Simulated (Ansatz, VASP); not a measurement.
Two plane-wave programs on CdSe

```xyz
2
Lattice="0.0000 3.0288 3.0288 3.0288 0.0000 3.0288 3.0288 3.0288 0.0000" Properties=species:S:1:pos:R:3 pbc="T T T"
Cd    0.0000    0.0000    0.0000
Se    1.5144    1.5144    1.5144
```

Change from the starting cell: volume scaled by 0.96.

Alike in both runs: task single point; functional r2SCAN; k mesh 8 × 8 × 8; occupations fermi-dirac, width 0.05 eV; no spin polarisation.

|  | VASP | Ansatz |
| --- | --- | --- |
| version | VASP 6.6.1 | Ansatz 0.2.0 |
| potentials or method | VASP PAW PBE potentials, release 64 (Cd, Se) | Ansatz PAW |
| plane-wave cutoff (eV) | 520 | 500 |
| valence electrons in the cell | 18 | 36 |

Ansatz gave:

```
gap on the k mesh at the Fermi level (eV) : 1.12
least direct gap on the mesh (eV)         : 1.12
pressure (GPa)                            : 2.1
```

Question: Which values does VASP return?

Answer: gap on the k mesh at the Fermi level (eV): 1.11; least direct gap on the mesh (eV): 1.11; pressure (GPa): 2.4.

The two sets of potentials don't hold the same shells in valence.

Caveats: the PAW data sets were made with another functional, which shifts forces and pressure a little (VASP); the PAW data sets come from PBE, with cores solved anew for the run's functional, which leaves a small shift of forces and pressure (Ansatz).
